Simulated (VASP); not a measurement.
# TiO2: band structure with LDA

**The experiment to reproduce.**

“Shallow Valence Band of Rutile GeO2 and P-type Doping”, 2020, arxiv:2011.08928 quotes, for a bulk crystal of TiO2 at 1.6 K: band gap 3.03 eV (direct).

The system is TiO2.

```
Ti O
1.0
     4.55227    0.00000    0.00000
     0.00000    4.55227    0.00000
     0.00000    0.00000    2.92198
Ti O
2 4
Cartesian
  0.0000 0.0000 0.0000
  2.2761 2.2761 1.4610
  1.3831 1.3831 0.0000
  0.8930 3.6592 1.4610
  3.1692 3.1692 0.0000
  3.6592 0.8930 1.4610
```

| Property | Result |
| --- | --- |
| Program | VASP 6.6.1 |
| Task | band structure |
| Functional | LDA |
| Potentials or basis | VASP PAW LDA potentials, release 64 (Ti_sv, O) |
| Cutoff | 520 eV |
| k mesh | 6 × 6 × 10 |
| Occupations | gaussian, width 0.03 eV |
| Spin | no spin polarisation |
| Further INCAR settings | ALGO = Fast; EDIFF = 1e-06; NBANDS = 33 |

```yaml
Pressure: 0.3 GPa
Band_gap_on_the_k_mesh: 1.81 eV, direct
Band_gap_along_the_path: 1.81 eV, direct
```

Levels at the corners of the path, in eV from the valence-band top:
```csv
point,band 20,band 21,band 22,band 23,band 24,band 25,band 26,band 27,band 28,band 29
Γ,-2.02,-0.70,-0.48,-0.48,0.00,1.81,2.09,2.40,2.51,2.51
X,-3.18,-1.70,-1.70,-0.79,-0.79,2.52,2.52,3.09,3.09,3.65
X,-3.18,-1.70,-1.70,-0.79,-0.79,2.52,2.52,3.09,3.09,3.65
M,-2.35,-1.32,-1.32,-1.11,-1.11,1.85,1.85,2.54,2.54,3.95
M,-2.35,-1.32,-1.32,-1.11,-1.11,1.85,1.85,2.54,2.54,3.95
Γ,-2.02,-0.70,-0.48,-0.48,0.00,1.81,2.09,2.40,2.51,2.51
Γ,-2.02,-0.70,-0.48,-0.48,0.00,1.81,2.09,2.40,2.51,2.51
Z,-2.85,-2.57,-2.57,-1.47,-1.47,3.03,3.03,3.26,3.26,3.74
Z,-2.85,-2.57,-2.57,-1.47,-1.47,3.03,3.03,3.26,3.26,3.74
R,-2.45,-2.15,-2.15,-1.10,-1.10,1.85,1.85,3.29,3.29,4.02
R,-2.45,-2.15,-2.15,-1.10,-1.10,1.85,1.85,3.29,3.29,4.02
A,-2.82,-1.39,-1.39,-0.68,-0.68,2.61,2.61,3.23,3.23,3.31
A,-2.82,-1.39,-1.39,-0.68,-0.68,2.61,2.61,3.23,3.23,3.31
Z,-2.85,-2.57,-2.57,-1.47,-1.47,3.03,3.03,3.26,3.26,3.74
X,-3.18,-1.70,-1.70,-0.79,-0.79,2.52,2.52,3.09,3.09,3.65
R,-2.45,-2.15,-2.15,-1.10,-1.10,1.85,1.85,3.29,3.29,4.02
M,-2.35,-1.32,-1.32,-1.11,-1.11,1.85,1.85,2.54,2.54,3.95
A,-2.82,-1.39,-1.39,-0.68,-0.68,2.61,2.61,3.23,3.23,3.31
```

Core levels (eV, on the scale of the bands):
```tsv
atom	levels
1 Ti	1s -4833.8, 2s -524.3, 2p -433.2
2 Ti	1s -4833.8, 2s -524.3, 2p -433.2
3 O	1s -495.2
4 O	1s -495.2
5 O	1s -495.2
6 O	1s -495.2
```

It took 65 s on 2 MPI ranks on Intel(R) Xeon(R) 6975P-C (Granite Rapids), with other jobs on the host, peak memory 0.26 GiB a rank.

Against the measured gap of TiO2, 3.03 eV (direct; 1.6 K; quoted in “Shallow Valence Band of Rutile GeO2 and P-type Doping”, 2020, arxiv:2011.08928), the calculated 1.81 eV is off by -1.22 eV. 2 values of this kind are on record in papers (3.03 to 3.05 eV); this one was drawn at random among those near their median. The value is that of LDA, without temperature or zero-point motion. Semilocal functionals fall short of measured gaps as a rule.
